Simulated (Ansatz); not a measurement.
All numbers below come from DFT PBE, scalar-relativistic, plane waves, PAW (Ansatz 0.2.0). All cells share a 420 eV cutoff and Γ-centred k meshes spaced at most about 0.3 Å⁻¹ (about 0.25 or finer for metals, 2π included). Collinear spin in cells that started with moments and kept them past the coarse steps, no spin elsewhere.

These are static total energies at zero pressure.

Two relaxed structures of GdN:

A. (site moments Gd 6.8 μB)

```
Gd N
1.0
     3.39891    0.00000    0.00000
    -1.69945    2.94354    0.00000
     0.00000    0.00000    3.09040
Gd N
1 1
Direct
  0.33333 0.66667 0.50000
  0.00000 0.00000 0.00000
```

B. (site moments Gd 6.8 μB)

```
Gd N
1.0
     0.00000    2.66872    2.66872
     2.66872    0.00000    2.66872
     2.66872    2.66872    0.00000
Gd N
1 1
Direct
  0.00000 0.00000 0.00000
  0.75000 0.75000 0.75000
```

Question: Which is lower in energy, and by how much?

Answer: B is lower, by 218 meV/atom. A has the tungsten carbide type, space group P-6m2 (No. 187), 15.5 Å³/atom and no gap on its mesh; B has the zinc blende type, space group F-43m (No. 216), 19.0 Å³/atom and a gap of 1.17 eV. Counting N atoms around Gd (those within 1.25 times the shortest such distance or 1.15 times the sum of covalent radii), A has Gd 6 and B has Gd 4. The lower one is the more open, so pressure narrows the difference. Both come from invented guesses. A third cell relaxed alike, in P6_3/mmc, lies 110 meV/atom below the lower of the two. The part of the Crystallography Open Database at hand lists GdN in space group No. 225, which no cell shown has.

Kohn–Sham gaps at this level usually fall short of measured ones. The 4f shell of Gd is treated without a Hubbard U, which places its levels poorly. Another magnetic order may lie lower. Cells relaxed within their symmetry can be saddle points.
